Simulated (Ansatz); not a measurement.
A relaxed cell of SnO₂ is given with its symmetry left out. The cell was found from a structure generator's guess, not taken from experiment.

Computed with Ansatz, DFT PBE+D3(BJ), scalar-relativistic, plane waves, PAW. Cutoff 420 eV, Γ-centred mesh, Gaussian smearing, no spin polarisation.

```
CELL_PARAMETERS angstrom
1.73249 1.00025 5.20501
-1.73249 1.00025 5.20501
0.00000 -2.00051 5.20501
ATOMIC_POSITIONS crystal
Sn 0.20590 0.20590 0.20590
O 0.49406 0.49406 0.49406
O 0.32534 0.32534 0.32534
```

Energies over the elements count from the elements' standard structures at the same level (O₂ as a molecule), with no fitted energy shifts. The references include grey tin.

(1) What space group does it have?

(2) How far does it lie from the elements in energy?

(3) Is it a metal?

Answers

(1) R3m (No. 160). Conventional cell: a = 3.465 Å, c = 15.615 Å. Sn is surrounded by 1 O at 1.87 Å and 3 O at 2.12 Å; O on its first site has 3 Sn at 2.12 Å; around O on its second site lies 1 Sn at 1.87 Å.

(2) −0.61 eV/atom. A negative formation energy is needed for stability but isn't enough: competing phases decide.

(3) Yes, bands cross the Fermi level on the 18×18×18 mesh.

The last run used an 18×18×18 mesh for its 3-atom cell and Gaussian smearing of 0.10 eV. A structure relaxed within its symmetry needn't be a true minimum.
